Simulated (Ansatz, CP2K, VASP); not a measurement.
## ZnS: 3 runs at one level of theory

```
Zn S
1.0
     3.82270    0.00000    0.00000
    -1.91135    3.31056    0.00000
     0.00000    0.00000   12.52000
Zn S
4 4
Direct
  0.66667 0.33333 0.75000
  0.33333 0.66667 0.25000
  0.00000 0.00000 0.50000
  0.00000 0.00000 0.00000
  0.66667 0.33333 0.93750
  0.33333 0.66667 0.43750
  0.00000 0.00000 0.68750
  0.00000 0.00000 0.18750
```

Alike in all runs: task single point; functional PBE; k mesh 8 × 8 × 3; occupations gaussian, width 0.012 eV; no spin polarisation; no spin-orbit coupling. Pressure is positive in compression and, in plane waves, holds the error of the finite cutoff, which Ansatz's Pulay term estimates and takes out.

| program and potentials | plane-wave cutoff (eV) | notes | pressure (GPa) |
| --- | --- | --- | --- |
| Ansatz, Ansatz PAW | 420 | Pulay term of +0.07 GPa included | 1.33 |
| CP2K, POTENTIAL_UZH Zn GTH-PBE-q12, S GTH-PBE-q6; TZVP-MOLOPT-PBE-GTH basis | - | atomic basis | 1.78 |
| VASP, PBE PAW files S, Zn, 520 eV | 520 | - | ? |

Problem. Estimate from the other rows what the run with VASP, PBE PAW files S, Zn, 520 eV gave.

Solution. Pressure 1.49 GPa. The other rows, which needn't bracket it: pressure 1.33 to 1.78.
